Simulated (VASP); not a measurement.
# InSe in VASP: further runs

One slab, InSe, is run at these levels: PBE+D3(BJ); tasks: relaxation of cell and atoms.

Everything below comes from runs of VASP 6.6.1. Logs are shortened: lines on timing, memory, paths and dates and some standing lists are left out, and cuts for length are marked.

### 1 The slab as given

The cell holds a slab with vacuum, 16 atoms: a = 4.000 Å, b = 4.000 Å, c = 48.678 Å, α = 90.00°, β = 90.00°, γ = 120.00°.

### 2 Relaxation of cell and atoms, PBE+D3(BJ)

Contents of INCAR:

```
PREC = Accurate ; ENCUT = 600
EDIFF = 1E-6 ; ISMEAR = 0
SIGMA = 0.03 ; LREAL = False
LASPH = True ; NELM = 80
ALGO = Normal ; ISIF = 3
LWAVE = False ; LCHARG = False
GGA = PE ; IVDW = 12
IBRION = 2 ; NSW = 90
EDIFFG = -0.01 ; LATTICE_CONSTRAINTS = .TRUE. .TRUE. .FALSE.
KPAR = 8
```

Contents of KPOINTS:

```
regular mesh
0
Gamma
  9 9 1
```

Contents of POSCAR:

```
InSe
1.0
    4.0000000000      0.0000000000      0.0000000000
   -2.0000000000      3.4641016200      0.0000000000
    0.0000000000      0.0000000000     48.6777120000
Se In
8 8
Direct
    0.0000000000      0.0000000000      0.1848895400
    0.0000000000      0.0000000000      0.2949545400
    0.6666666700      0.3333333300      0.3582748500
    0.6666666700      0.3333333300      0.4683398400
    0.3333333300      0.6666666700      0.5316601600
    0.3333333300      0.6666666700      0.6417251500
    0.0000000000      0.0000000000      0.7050454600
    0.0000000000      0.0000000000      0.8151104600
    0.6666666700      0.3333333300      0.2109146800
    0.6666666700      0.3333333300      0.2688600500
    0.3333333300      0.6666666700      0.3842999900
    0.3333333300      0.6666666700      0.4422453500
    0.0000000000      0.0000000000      0.5576852900
    0.0000000000      0.0000000000      0.6156306600
    0.6666666700      0.3333333300      0.7310706000
    0.6666666700      0.3333333300      0.7890159700
```

Potentials or basis: VASP PAW PBE potentials, release 64 (Se, In_d).

Launch:

```sh
$ cat potpaw_PBE.64/Se/POTCAR potpaw_PBE.64/In_d/POTCAR > POTCAR
$ mpirun -np 8 vasp_std > vasp.out
```

OUTCAR:

```text
PREC = Accurate
   ENCUT = 600
   EDIFF = 1E-6
   ISMEAR = 0
   LREAL = False
   LASPH = True
   NELM = 80
   ISIF = 3
   GGA = PE
   IVDW = 12
   IBRION = 2
   NSW = 90
   EDIFFG = -0.01
 IVDW          = 12

 ion  position               nearest neighbor table
   1  0.000  0.000  0.185-   9 2.63   9 2.63   9 2.63
   2  0.000  0.000  0.295-  10 2.64  10 2.64  10 2.64
   3  0.667  0.333  0.358-  11 2.63  11 2.63  11 2.63
   4  0.667  0.333  0.468-  12 2.64  12 2.64  12 2.64
   5  0.333  0.667  0.532-  13 2.63  13 2.63  13 2.63
   6  0.333  0.667  0.642-  14 2.64  14 2.64  14 2.64
   7  0.000  0.000  0.705-  15 2.63  15 2.63  15 2.63
   8  0.000  0.000  0.815-  16 2.64  16 2.64  16 2.64
   9  0.667  0.333  0.211-   1 2.63   1 2.63   1 2.63  10 2.82
  10  0.667  0.333  0.269-   2 2.64   2 2.64   2 2.64   9 2.82
  11  0.333  0.667  0.384-   3 2.63   3 2.63   3 2.63  12 2.82
  12  0.333  0.667  0.442-   4 2.64   4 2.64   4 2.64  11 2.82
  13  0.000  0.000  0.558-   5 2.63   5 2.63   5 2.63  14 2.82
  14  0.000  0.000  0.616-   6 2.64   6 2.64   6 2.64  13 2.82
  15  0.667  0.333  0.731-   7 2.63   7 2.63   7 2.63  16 2.82
  16  0.667  0.333  0.789-   8 2.64   8 2.64   8 2.64  15 2.82

  LATTYP: Found a hexagonal cell.
 ALAT       =     4.0000000000
 C/A-ratio  =    12.1694280000

  Lattice vectors:

 A1 = (   4.0000000000,   0.0000000000,   0.0000000000)
 A2 = (  -2.0000000000,   3.4641016200,   0.0000000000)
 A3 = (   0.0000000000,   0.0000000000,  48.6777120000)

Analysis of symmetry for initial positions (statically):
=====================================================================
 Subroutine PRICEL returns:
 Original cell was already a primitive cell.

 Routine SETGRP: Setting up the symmetry group for a
 hexagonal supercell.

 Subroutine GETGRP returns: Found  6 space group operations
 (whereof  6 operations were pure point group operations)
 out of a pool of 24 trial point group operations.

The static configuration has the point symmetry C_3v.

Analysis of symmetry for dynamics (positions and initial velocities):
=====================================================================
 Subroutine PRICEL returns:
 Original cell was already a primitive cell.

 Routine SETGRP: Setting up the symmetry group for a
 hexagonal supercell.

 Subroutine GETGRP returns: Found  6 space group operations
 (whereof  6 operations were pure point group operations)
 out of a pool of 24 trial point group operations.

The dynamic configuration has the point symmetry C_3v.

 Subroutine INISYM returns: Found  6 space group operations
 (whereof  6 operations are pure point group operations),
 and found     1 'primitive' translations

----------------------------------------------------------------------------------------

                                     Primitive cell

  volume of cell :     674.4982

  direct lattice vectors                    reciprocal lattice vectors
     4.000000000  0.000000000  0.000000000     0.250000000  0.144337567  0.000000000
    -2.000000000  3.464101620  0.000000000     0.000000000  0.288675134  0.000000000
     0.000000000  0.000000000 48.677712000     0.000000000  0.000000000  0.020543283

  length of vectors
     4.000000000  4.000000004 48.677712000     0.288675134  0.288675134  0.020543283

  position of ions in fractional coordinates (direct lattice)
     0.000000000  0.000000000  0.184889540
     0.000000000  0.000000000  0.294954540
     0.666666670  0.333333330  0.358274850
     0.666666670  0.333333330  0.468339840
     0.333333330  0.666666670  0.531660160
     0.333333330  0.666666670  0.641725150
[... 8 lines left out ...]
     0.666666670  0.333333330  0.731070600
     0.666666670  0.333333330  0.789015970

  ion indices of the primitive-cell ions
   primitive index   ion index
                 1           1
                 2           2
                 3           3
                 4           4
                 5           5
                 6           6
[... 8 lines left out ...]
                15          15
                16          16

----------------------------------------------------------------------------------------

 KPOINTS: regular mesh

Automatic generation of k-mesh.
 Grid dimensions read from file:
 generate k-points for:    9    9    1

 Generating k-lattice:

  Cartesian coordinates                     Fractional coordinates (reciprocal lattice)
     0.027777778  0.016037507  0.000000000     0.111111111 -0.000000000  0.000000000
     0.000000000  0.032075015  0.000000000     0.000000000  0.111111111  0.000000000
     0.000000000  0.000000000  0.020543283     0.000000000  0.000000000  1.000000000

  Length of vectors
     0.032075015  0.032075015  0.020543283

  Shift w.r.t. Gamma in fractional coordinates (k-lattice)
     0.000000000  0.000000000  0.000000000

 Subroutine IBZKPT returns following result:
 ===========================================

 Found     12 irreducible k-points:

 Following reciprocal coordinates:
            Coordinates               Weight
  0.000000  0.000000  0.000000      1.000000
  0.111111 -0.000000  0.000000      6.000000
  0.222222 -0.000000  0.000000      6.000000
  0.333333 -0.000000  0.000000      6.000000
  0.444444 -0.000000  0.000000      6.000000
  0.111111  0.111111  0.000000      6.000000
  0.222222  0.111111  0.000000     12.000000
  0.333333  0.111111  0.000000     12.000000
  0.444444  0.111111  0.000000      6.000000
  0.222222  0.222222  0.000000      6.000000
  0.333333  0.222222  0.000000     12.000000
  0.333333  0.333333  0.000000      2.000000
   k-points           NKPTS =     12   k-points in BZ     NKDIM =     12   number of bands    NBANDS=     91
   number of dos      NEDOS =    301   number of ions     NIONS =     16
   total plane-waves  NPLWV = 401408
   dimension x,y,z NGX =    32 NGY =   32 NGZ =  392
   dimension x,y,z NGXF=    64 NGYF=   64 NGZF=  784
   ions per type =               8   8
   NGX,Y,Z   is equivalent  to a cutoff of  13.30, 13.30, 13.39 a.u.
   NGXF,Y,Z  is equivalent  to a cutoff of  26.60, 26.60, 26.78 a.u.
 SYSTEM =  unknown system
   PREC   = accura    normal or accurate (medium, high low for compatibility)
   ISTART =      0    job   : 0-new  1-cont  2-samecut
   ICHARG =      2    charge: 1-file 2-atom 10-const
   ISPIN  =      1    spin polarized calculation?
   LNONCOLLINEAR =      F non collinear calculations
   LSORBIT =      F    spin-orbit coupling
   LASPH  =      T    aspherical Exc in radial PAW
   ENCUT  =  600.0 eV  44.10 Ry    6.64 a.u.   7.99  7.99 97.22*2*pi/ulx,y,z
   NELM   =     80;   NELMIN=  2; NELMDL= -5     # of ELM steps
   EDIFF  = 0.1E-05   stopping-criterion for ELM
   LREAL  =      F    real-space projection
   EDIFFG = -.1E-01   stopping-criterion for IOM
   NSW    =     90    number of steps for IOM
   IBRION =      2    ionic relax: 0-MD 1-quasi-New 2-CG
   NFREE  =      1    steps in history (QN), initial steepest desc. (CG)
   ISIF   =      3    stress and relaxation
   ISYM   =      2    0-nonsym 1-usesym 2-fastsym
   POTIM  = 0.5000    time-step for ionic-motion
   TEBEG  =    0.0;   TEEND  =   0.0 temperature during run
   PSTRESS=    0.0 pullay stress
   NELECT =     152.0000    total number of electrons
   NUPDOWN=      -1.0000    fix difference up-down
   EMIN   =  10.00;   EMAX   =-10.00  energy-range for DOS
   EFERMI =   0.00;   METHOD = LEGACY
   ISMEAR =     0;   SIGMA  =   0.03  broadening in eV -4-tet -1-fermi 0-gaus
   EFERMI_NEDOS =   21; number of points for ismear=-14 and -15
   IALGO  =     38    algorithm
   IMIX   =      4    mixing-type and parameters
     AMIX     =   0.40;   BMIX     =  1.00
     AMIX_MAG =   1.60;   BMIX_MAG =  1.00
  volume/ion in A,a.u.               =      42.16       284.48
  Fermi-wavevector in a.u.,A,eV,Ry     =   0.996236  1.882614 13.503607  0.992487
  Thomas-Fermi vector in A             =   2.128311
   LORBIT       =      0    0 simple, 1 ext, 2 COOP (PROOUT), +10 PAW based schemes
   GGA     = PE    functional components
   LHFCALC =     F    Hartree Fock is set to
   AEXX    =    0.0000 exact exchange contribution
   IVDW    =    12    specifies the selected vdW correction
   LEPSILON=     F    determine dielectric tensor
   LRPA    =     F    only Hartree local field effects (RPA)
 conjugate gradient relaxation of ions
 non-spin polarized calculation
 Gauss-broadening in eV      SIGMA  =   0.03
  energy-cutoff  :      600.00
  volume of cell :      674.50
 maximum number of plane-waves:     22586
 NGX is ok and might be reduce to    32
   NGX = 15   NGY = 15   NGZ =195

--------------------------------------- Ionic step        1  -------------------------------------------

 number of electron     152.0000003 magnetization

 Free energy of the ion-electron system (eV)
  ---------------------------------------------------
  ext. energy  EPLUGINS =         0.00000000
  ---------------------------------------------------
  free energy    TOTEN  =       -56.58908177 eV

  energy without entropy =      -56.58908177  energy(sigma->0) =      -56.58908177

------------------------ aborting loop because EDIFF is reached ----------------------------------------

 Edisp (eV)   -4.48850

 E8    (eV) :    -2.0810
[... 147 lines left out ...]
  FREE ENERGIE OF THE ION-ELECTRON SYSTEM (eV)
  ---------------------------------------------------
  free  energy   TOTEN  =       -61.1418162220 eV

  energy  without entropy=      -61.1418162220  energy(sigma->0) =      -61.14181622

[... ionic steps 4 to 52 ...]

--------------------------------------- Ionic step       53  -------------------------------------------

 number of electron     152.0000000 magnetization

------------------------ aborting loop because EDIFF is reached ----------------------------------------
[... 103 lines left out ...]
--------------------------------------- Ionic step       55  -------------------------------------------

 number of electron     152.0000000 magnetization

 Free energy of the ion-electron system (eV)
  ---------------------------------------------------
  ext. energy  EPLUGINS =         0.00000000
  ---------------------------------------------------
  free energy    TOTEN  =       -56.68400125 eV

  energy without entropy =      -56.68400125  energy(sigma->0) =      -56.68400125

 E-fermi :   1.0986     XC(G=0):  -6.3116

 val. band max:        0.9446459100   @ k =   0.1111  -0.0000   0.0000
 cond. band min:       1.6230569913   @ k =   0.0000   0.0000   0.0000
 fundamental gap:      0.6784110813
 Fermi energy:         1.0985974730

 k-point     1 :       0.0000    0.0000    0.0000
  band No.  band energies     occupation
      1     -13.6694      2.00000
      2     -13.6676      2.00000
      3     -13.6494      2.00000
      4     -13.6421      2.00000
      5     -13.4837      2.00000
      6     -13.4837      2.00000
[... 1081 lines left out ...]
     87       4.4033      0.00000
     88       4.4465      0.00000
 [bands above 88 left out]

------------------------ aborting loop because EDIFF is reached ----------------------------------------

 Edisp (eV)   -4.46556

 E8    (eV) :    -2.0712
[... 39 lines left out ...]
  FREE ENERGIE OF THE ION-ELECTRON SYSTEM (eV)
  ---------------------------------------------------
  free  energy   TOTEN  =       -61.1495628235 eV

  energy  without entropy=      -61.1495628235  energy(sigma->0) =      -61.14956282

 reached required accuracy - stopping structural energy minimisation
```

Run time: 1.5 h. Hardware: 8 MPI ranks of Intel Xeon Platinum 8559C (Emerald Rapids), shared host; peak memory 1.3 GiB.

What came out:

```
Free energy                            : -61.1496 eV
Relaxed volume                         : 42.86 Å³/atom
Relaxed cell                           : a = 4.033 Å, b = 4.033 Å, c = 48.678 Å, α = 90.00°, β = 90.00°, γ = 120.00°
Space group after relaxing (to 0.05 Å) : P3m1 (No. 156)
Energy gained by relaxing              : 4.5 meV/atom
Ionic steps                            : 55
Largest force after relaxing           : 0.008 eV/Å
Band gap on the k mesh                 : 0.68 eV, indirect (least direct gap 0.71 eV)
Dispersion energy per atom             : -0.279 eV
```

Forces on the atoms (eV/Å):
```
Se   0.000  0.000  0.006
Se   0.000  0.000 -0.005
Se   0.000  0.000 -0.008
Se   0.000  0.000  0.008
Se   0.000  0.000 -0.007
Se   0.000  0.000  0.008
Se   0.000  0.000  0.004
Se   0.000  0.000 -0.004
In   0.000  0.000  0.000
In   0.000  0.000  0.001
In   0.000  0.000  0.004
In   0.000  0.000 -0.001
In   0.000  0.000  0.003
In   0.000  0.000 -0.006
In   0.000  0.000  0.000
In   0.000  0.000 -0.004
```

The path:
| step | energy change (eV) | largest force (eV/Å) | pressure (GPa) | volume (Å³) |
| --- | --- | --- | --- | --- |
| 1 | 0.0000 | 0.4292 | 0.74 | 674.50 |
| 3 | -0.0642 | 0.0345 | -0.06 | 685.84 |
| 5 | -0.0646 | 0.0235 | -0.08 | 685.55 |
| 7 | -0.0652 | 0.0254 | -0.03 | 683.39 |
| 9 | -0.0654 | 0.0200 | -0.06 | 683.82 |
| 11 | -0.0655 | 0.0125 | -0.09 | 684.14 |
| 13 | -0.0656 | 0.0242 | -0.09 | 684.13 |
| 15 | -0.0659 | 0.0303 | -0.05 | 683.42 |
| 17 | -0.0661 | 0.0288 | -0.05 | 683.46 |
| 19 | -0.0666 | 0.0348 | -0.05 | 683.65 |
| 21 | -0.0668 | 0.0638 | -0.09 | 683.79 |
| 23 | -0.0671 | 0.0631 | -0.07 | 683.76 |
| 25 | -0.0682 | 0.0623 | -0.05 | 683.61 |
| 27 | -0.0697 | 0.0352 | -0.02 | 684.04 |
| 29 | -0.0702 | 0.0229 | -0.04 | 685.07 |
| 31 | -0.0704 | 0.0282 | -0.04 | 685.64 |
| 33 | -0.0705 | 0.0430 | -0.01 | 685.46 |
| 35 | -0.0706 | 0.0263 | -0.01 | 685.61 |
| 37 | -0.0707 | 0.0134 | -0.01 | 685.91 |
| 39 | -0.0709 | 0.0115 | -0.01 | 685.96 |
| 41 | -0.0712 | 0.0445 | 0.00 | 686.19 |
| 43 | -0.0713 | 0.0410 | -0.03 | 686.28 |
| 45 | -0.0715 | 0.0265 | -0.03 | 686.68 |
| 47 | -0.0716 | 0.0249 | -0.08 | 686.92 |
| 49 | -0.0717 | 0.0205 | -0.06 | 686.69 |
| 51 | -0.0719 | 0.0316 | -0.03 | 686.25 |
| 53 | -0.0719 | 0.0143 | 0.00 | 685.49 |
| 55 | -0.0720 | 0.0085 | 0.00 | 685.73 |

Final structure:
```cif
data_structure
_symmetry_space_group_name_H-M 'P 1'
_symmetry_Int_Tables_number 1
_cell_length_a 4.0332
_cell_length_b 4.0332
_cell_length_c 48.6777
_cell_angle_alpha 90.000
_cell_angle_beta 90.000
_cell_angle_gamma 120.000
_cell_volume 685.73
loop_
_atom_site_label
_atom_site_type_symbol
_atom_site_fract_x
_atom_site_fract_y
_atom_site_fract_z
_atom_site_occupancy
Se1 Se 0.00000 0.00000 0.18794 1
Se2 Se 0.00000 0.00000 0.29849 1
Se3 Se 0.66667 0.33333 0.35926 1
Se4 Se 0.66667 0.33333 0.46953 1
Se5 Se 0.33333 0.66667 0.53041 1
Se6 Se 0.33333 0.66667 0.64070 1
Se7 Se 0.00000 0.00000 0.70154 1
Se8 Se 0.00000 0.00000 0.81204 1
In1 In 0.66667 0.33333 0.21453 1
In2 In 0.66667 0.33333 0.27196 1
In3 In 0.33333 0.66667 0.38568 1
In4 In 0.33333 0.66667 0.44306 1
In5 In 0.00000 0.00000 0.55685 1
In6 In 0.00000 0.00000 0.61424 1
In7 In 0.66667 0.33333 0.72802 1
In8 In 0.66667 0.33333 0.78546 1
```

Levels at points of the mesh, in eV from the valence-band top:
```
           k point  band 73  band 74  band 75  band 76  band 77  band 78  band 79  band 80
(0.00, 0.00, 0.00)    -0.93    -0.90    -0.47    -0.03     0.68     1.07     1.47     1.78
```

Caveat: spin-orbit coupling is left out, which moves the levels of the heavy elements.

### 3 Relaxation of cell and atoms, PBE+D3(BJ)

This run uses another cell than the first one, of 42.86 Å³/atom, 1.017 times its volume.

Contents of INCAR:

```
PREC = Accurate ; ENCUT = 600
EDIFF = 1E-7 ; ISMEAR = 0
SIGMA = 0.03 ; LREAL = False
LASPH = True ; NELM = 80
ALGO = Normal ; ISIF = 3
LWAVE = False ; LCHARG = False
GGA = PE ; IVDW = 12
IBRION = 2 ; NSW = 90
EDIFFG = -0.005 ; LATTICE_CONSTRAINTS = .TRUE. .TRUE. .FALSE.
KPAR = 8
```

KPOINTS is that of step 2.

Contents of POSCAR:

```
InSe                                    
1.0
    4.0331521166      0.0000000000      0.0000000000
   -2.0165760583      3.4928121953      0.0000000000
    0.0000000000      0.0000000000     48.6777120000
  Se              In            
     8     8
Direct
     0.0000000000000000    0.0000000000000000    0.1879424213051437
     0.0000000000000000    0.0000000000000000    0.2984851191543082
     0.6666666699999979    0.3333333300000021    0.3592610405747665
     0.6666666699999979    0.3333333300000021    0.4695318719324120
     0.3333333300000021    0.6666666699999979    0.5304130384162484
     0.3333333300000021    0.6666666699999979    0.6407031262002856
     0.0000000000000000    0.0000000000000000    0.7015381808824840
     0.0000000000000000    0.0000000000000000    0.8120389387315112
     0.6666666699999979    0.3333333300000021    0.2145278885451569
     0.6666666699999979    0.3333333300000021    0.2719638336930786
     0.3333333300000021    0.6666666699999979    0.3856803535942511
     0.3333333300000021    0.6666666699999979    0.4430625919828378
     0.0000000000000000    0.0000000000000000    0.5568489725853650
     0.0000000000000000    0.0000000000000000    0.6142431626581975
     0.6666666699999979    0.3333333300000021    0.7280221879030366
     0.6666666699999979    0.3333333300000021    0.7854598618409276
```

Potentials or basis: VASP PAW PBE potentials, release 64 (Se, In_d).

Launch:

```sh
$ cat potpaw_PBE.64/Se/POTCAR potpaw_PBE.64/In_d/POTCAR > POTCAR
$ mpirun -np 8 vasp_std > vasp.out
```

Run time: 12 min. Hardware: 8 MPI ranks of Intel Xeon Platinum 8559C (Emerald Rapids), shared host; peak memory 1.3 GiB.

Results (log left out):

| Property | Result |
| --- | --- |
| Free energy | -61.1502 eV |
| Relaxed volume | 42.87 Å³/atom |
| Relaxed cell | a = 4.034 Å, b = 4.034 Å, c = 48.678 Å, α = 90.00°, β = 90.00°, γ = 120.00° |
| Space group after relaxing (to 0.05 Å) | P3m1 (No. 156) |
| Energy gained by relaxing | 0.0 meV/atom |
| Ionic steps | 4 |
| Largest force after relaxing | 0.004 eV/Å |
| Band gap on the k mesh | 0.68 eV, indirect (least direct gap 0.70 eV) |
| Dispersion energy per atom | -0.279 eV |

Forces in eV/Å, atoms in the order of the input:
```
Se   0.000  0.000  0.003
Se   0.000  0.000 -0.002
Se   0.000  0.000  0.000
Se   0.000  0.000  0.001
Se   0.000  0.000  0.000
Se   0.000  0.000 -0.001
Se   0.000  0.000  0.002
Se   0.000  0.000 -0.004
In   0.000  0.000  0.004
In   0.000  0.000 -0.002
In   0.000  0.000 -0.004
In   0.000  0.000  0.004
In   0.000  0.000 -0.004
In   0.000  0.000  0.004
In   0.000  0.000  0.001
In   0.000  0.000 -0.002
```

Final structure:
```
Se In
1.0
     4.03372    0.00000    0.00000
    -2.01686    3.49330    0.00000
     0.00000    0.00000   48.67771
Se In
8 8
Cartesian
  0.0000 0.0000 9.1495
  0.0000 0.0000 14.5289
  2.0169 1.1644 17.4872
  2.0169 1.1644 22.8566
  0.0000 2.3289 25.8187
  0.0000 2.3289 31.1887
  0.0000 0.0000 34.1498
  0.0000 0.0000 39.5275
  2.0169 1.1644 10.4428
  2.0169 1.1644 13.2387
  0.0000 2.3289 18.7742
  0.0000 2.3289 21.5675
  0.0000 0.0000 27.1061
  0.0000 0.0000 29.8996
  2.0169 1.1644 35.4384
  2.0169 1.1644 38.2340
```

Levels at points of the mesh, in eV from the valence-band top:
| k point | band 74 | band 75 | band 76 | band 77 | band 78 | band 79 |
| --- | --- | --- | --- | --- | --- | --- |
| (0.00, 0.00, 0.00) | -0.90 | -0.47 | -0.03 | 0.68 | 1.07 | 1.47 |

Caveat: spin-orbit coupling is left out, which moves the levels of the heavy elements.
